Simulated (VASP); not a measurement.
# PtS2 in VASP: settings compared, part 2 of 2

VASP 6.6.1. Earlier steps stand in the parts before.

### Step 5. Band structure, LDA

Contents of INCAR:

```
SYSTEM = PtS2
ALGO     = Normal         ! electronic algorithm
DIPOL    = 0.5 0.5 0.500
EDIFF    = 1E-6           ! SCF threshold, eV
ENCUT    = 520            ! plane-wave cutoff, eV
IDIPOL   = 3            
ISIF     = 2              ! what is computed and relaxed
ISMEAR   = 0              ! smearing method
KPAR     = 4            
LASPH    = .TRUE.         ! aspherical terms in the spheres
LCHARG   = .FALSE.        ! write CHGCAR
LDIPOL   = .TRUE.       
LMAXMIX  = 4              ! l up to which the mixer works
LREAL    = .FALSE.        ! projectors in reciprocal space
LVACPOTAV= .TRUE.       
LVHAR    = .TRUE.       
LWAVE    = .FALSE.        ! write WAVECAR
NBANDS   = 56             ! bands
NELM     = 80             ! most SCF steps
PREC     = Accurate       ! precision mode
SIGMA    = 0.03           ! smearing width, eV
```

Contents of KPOINTS:

```
k-points
0
G
  12 12 1
  0 0 0
```

Contents of POSCAR:

```
PtS2                                    
1.0
    3.5662252738      0.0000000000      0.0000000000
   -1.7831126368      3.0884416820      0.0000000000
    0.0000000000      0.0000000000     35.4040152000
  S               Pt            
     8     4
Direct
     0.6666666699999979    0.3333333300000021    0.2645892486269328
     0.3333333300000021    0.6666666699999979    0.3334706261641346
     0.6666666699999979    0.3333333300000021    0.3989152587794600
     0.3333333300000021    0.6666666699999979    0.4674652508692050
     0.6666666699999979    0.3333333300000021    0.5325347491307949
     0.3333333300000021    0.6666666699999979    0.6010847412205400
     0.6666666699999979    0.3333333300000021    0.6665293738358725
     0.3333333300000021    0.6666666699999979    0.7354107513730672
     0.0000000000000000    1.0000000000000000    0.2994731552813705
     0.0000000000000000    1.0000000000000000    0.4332006328690290
     0.0000000000000000    0.0000000000000000    0.5667993671309708
     0.0000000000000000    0.0000000000000000    0.7005268447186221
```

Contents of KPOINTS_OPT:

```
explicit points
67
Reciprocal
 0.0000000000  0.0000000000  0.0000000000 1
 0.0357142900  0.0000000000  0.0000000000 1
 0.0714285700  0.0000000000  0.0000000000 1
 0.1071428600  0.0000000000  0.0000000000 1
 0.1428571400  0.0000000000  0.0000000000 1
 0.1785714300  0.0000000000  0.0000000000 1
 0.2142857100  0.0000000000  0.0000000000 1
 0.2500000000  0.0000000000  0.0000000000 1
 0.2857142900  0.0000000000  0.0000000000 1
 0.3214285700  0.0000000000  0.0000000000 1
 0.3571428600  0.0000000000  0.0000000000 1
 0.3928571400  0.0000000000  0.0000000000 1
 0.4285714300  0.0000000000  0.0000000000 1
 0.4642857100  0.0000000000  0.0000000000 1
 0.5000000000  0.0000000000  0.0000000000 1
 0.4791666700  0.0416666700  0.0000000000 1
 0.4583333300  0.0833333300  0.0000000000 1
 0.4375000000  0.1250000000  0.0000000000 1
 0.4166666700  0.1666666700  0.0000000000 1
 0.3958333300  0.2083333300  0.0000000000 1
 0.3750000000  0.2500000000  0.0000000000 1
 0.3541666700  0.2916666700  0.0000000000 1
 0.3333333300  0.3333333300  0.0000000000 1
 0.3137254900  0.3137254900  0.0000000000 1
 0.2941176500  0.2941176500  0.0000000000 1
 0.2745098000  0.2745098000  0.0000000000 1
 0.2549019600  0.2549019600  0.0000000000 1
 0.2352941200  0.2352941200  0.0000000000 1
 0.2156862700  0.2156862700  0.0000000000 1
 0.1960784300  0.1960784300  0.0000000000 1
 0.1764705900  0.1764705900  0.0000000000 1
 0.1568627500  0.1568627500  0.0000000000 1
 0.1372549000  0.1372549000  0.0000000000 1
 0.1176470600  0.1176470600  0.0000000000 1
 0.0980392200  0.0980392200  0.0000000000 1
 0.0784313700  0.0784313700  0.0000000000 1
 0.0588235300  0.0588235300  0.0000000000 1
 0.0392156900  0.0392156900  0.0000000000 1
 0.0196078400  0.0196078400  0.0000000000 1
 0.0000000000  0.0000000000  0.0000000000 1
 0.0000000000  0.0000000000  0.0000000000 1
 0.0067670100 -0.0033835100  0.0000000000 1
-0.0067670100  0.0033835100  0.0000000000 1
 0.0197371200 -0.0098685600  0.0000000000 1
-0.0197371200  0.0098685600  0.0000000000 1
-0.0000000000  0.0058604100  0.0000000000 1
 0.0000000000 -0.0058604100  0.0000000000 1
-0.0000000000  0.0170928500  0.0000000000 1
 0.0000000000 -0.0170928500  0.0000000000 1
 0.5000000000  0.0000000000  0.0000000000 1
 0.5067670100 -0.0033835100  0.0000000000 1
 0.4932329900  0.0033835100  0.0000000000 1
 0.5197371200 -0.0098685600  0.0000000000 1
 0.4802628800  0.0098685600  0.0000000000 1
 0.5000000000  0.0058604100  0.0000000000 1
 0.5000000000 -0.0058604100  0.0000000000 1
 0.5000000000  0.0170928500  0.0000000000 1
 0.5000000000 -0.0170928500  0.0000000000 1
 0.3333333300  0.3333333300  0.0000000000 1
 0.3401003400  0.3299498200  0.0000000000 1
 0.3265663200  0.3367168400  0.0000000000 1
 0.3530704500  0.3234647700  0.0000000000 1
 0.3135962100  0.3432018900  0.0000000000 1
 0.3333333300  0.3391937400  0.0000000000 1
 0.3333333300  0.3274729200  0.0000000000 1
 0.3333333300  0.3504261800  0.0000000000 1
 0.3333333300  0.3162404800  0.0000000000 1
```

Potentials or basis: VASP PAW LDA potentials, release 64 (S, Pt).

Started as:

```bash
$ cat potpaw_LDA.64/S/POTCAR potpaw_LDA.64/Pt/POTCAR > POTCAR
$ mpirun -np 4 vasp_std > vasp.out
```

OUTCAR:

```text
SYSTEM = PtS2
   EDIFF = 1E-6
   ENCUT = 520
   ISIF = 2
   ISMEAR = 0
   LASPH = .TRUE.
   LREAL = .FALSE.
   NELM = 80
   PREC = Accurate

 ion  position               nearest neighbor table
   1  0.667  0.333  0.265-   9 2.40   9 2.40   9 2.40
   2  0.333  0.667  0.333-   9 2.38   9 2.38   9 2.38
   3  0.667  0.333  0.399-  10 2.39  10 2.39  10 2.39
   4  0.333  0.667  0.467-  10 2.39  10 2.39  10 2.39
   5  0.667  0.333  0.533-  11 2.39  11 2.39  11 2.39
   6  0.333  0.667  0.601-  11 2.39  11 2.39  11 2.39
   7  0.667  0.333  0.667-  12 2.38  12 2.38  12 2.38
   8  0.333  0.667  0.735-  12 2.40  12 2.40  12 2.40
   9  0.000  0.000  0.299-   2 2.38   2 2.38   2 2.38   1 2.40   1 2.40   1 2.40
[... 1348 lines left out ...]
  energy-cutoff  :      520.00
  volume of cell :      389.94
      direct lattice vectors                 reciprocal lattice vectors
     3.566225274  0.000000000  0.000000000     0.280408534  0.161893942  0.000000000
    -1.783112637  3.088441682  0.000000000     0.000000000  0.323787885  0.000000000
     0.000000000  0.000000000 35.404015200     0.000000000  0.000000000  0.028245384

 POSITION                                       TOTAL-FORCE (eV/Angst)
 -----------------------------------------------------------------------------------
      1.78311      1.02948      9.36752        -0.000000     -0.000000      0.510508
     -0.00000      2.05896     11.80620        -0.000000      0.000000     -0.349152
      1.78311      1.02948     14.12320        -0.000000      0.000000      0.298397
     -0.00000      2.05896     16.55015        -0.000000     -0.000000     -0.301009
      1.78311      1.02948     18.85387         0.000000      0.000000      0.301009
     -0.00000      2.05896     21.28081         0.000000      0.000000     -0.298397
      1.78311      1.02948     23.59782        -0.000000     -0.000000      0.349152
     -0.00000      2.05896     26.03649        -0.000000      0.000000     -0.510508
      0.00000      0.00000     10.60255         0.000000      0.000000     -0.062877
      0.00000      0.00000     15.33704         0.000000      0.000000     -0.003313
      0.00000      0.00000     20.06697         0.000000      0.000000      0.003313
      0.00000      0.00000     24.80146         0.000000      0.000000      0.062877
 -----------------------------------------------------------------------------------
    total drift:                                0.000000      0.000000      0.000000

  FREE ENERGIE OF THE ION-ELECTRON SYSTEM (eV)
  ---------------------------------------------------
  free  energy   TOTEN  =       -72.5354851632 eV

  energy  without entropy=      -72.5354851632  energy(sigma->0) =      -72.53548516

 vacuum level on the upper side and lower side of the slab         6.958         6.958
```

Run time: 5.7 min. Hardware: 4 MPI ranks of Intel Xeon 6975P-C (Granite Rapids), shared host; peak memory 0.71 GiB.

What came out:

| Property | Result |
| --- | --- |
| Free energy | -72.5355 eV |
| Largest force | 0.511 eV/Å |
| Band gap on the k mesh | 0.46 eV, indirect (least direct gap 0.92 eV) |
| Band gap along the path | 0.36 eV, indirect (least direct gap 0.92 eV) |
| Ionisation potential of the upper face | 5.53 eV |

Forces in eV/Å, atoms in the order of the input:
```
S    0.000  0.000  0.511
S    0.000  0.000 -0.349
S    0.000  0.000  0.298
S    0.000  0.000 -0.301
S    0.000  0.000  0.301
S    0.000  0.000 -0.298
S    0.000  0.000  0.349
S    0.000  0.000 -0.511
Pt   0.000  0.000 -0.063
Pt   0.000  0.000 -0.003
Pt   0.000  0.000  0.003
Pt   0.000  0.000  0.063
```

Levels at points of the mesh, in eV from the valence-band top:
```csv
k point,band 41,band 42,band 43,band 44,band 45,band 46,band 47,band 48
"(0.00, 0.00, 0.00)",-1.30,-1.06,-0.54,0.00,1.60,1.60,1.90,1.90
"(0.50, 0.00, 0.00)",-2.74,-2.42,-1.92,-1.50,1.16,1.23,1.52,1.62
```

Caveat: spin-orbit coupling is left out, which moves the levels of the heavy elements.

### Step 6. Summary

```csv
level,potentials or basis,spin,gap on the mesh (eV),largest force (eV/Å)
PBE+D3(BJ),"VASP PAW PBE potentials, release 64 (S, Pt)",off,0.54,-
PBE+D3(BJ),"VASP PAW PBE potentials, release 64 (S, Pt)","SOC, no magnetisation",-,0.04
r2SCAN,"VASP PAW PBE potentials, release 64 (S, Pt)",off,0.66,0.18
LDA,"VASP PAW LDA potentials, release 64 (S, Pt)",off,0.46,0.51
```

Alike in all rows: task band structure; cell as given; k mesh 12 × 12 × 1; cutoff (eV) 520; smearing gaussian 0.03 eV.

Caveats: spin-orbit coupling is left out, which moves the levels of the heavy elements (some runs); the PAW data sets were made with another functional, which shifts forces and pressure a little (some runs).

Total energies depend on the potentials used, so only differences within one code and one set of settings carry meaning.
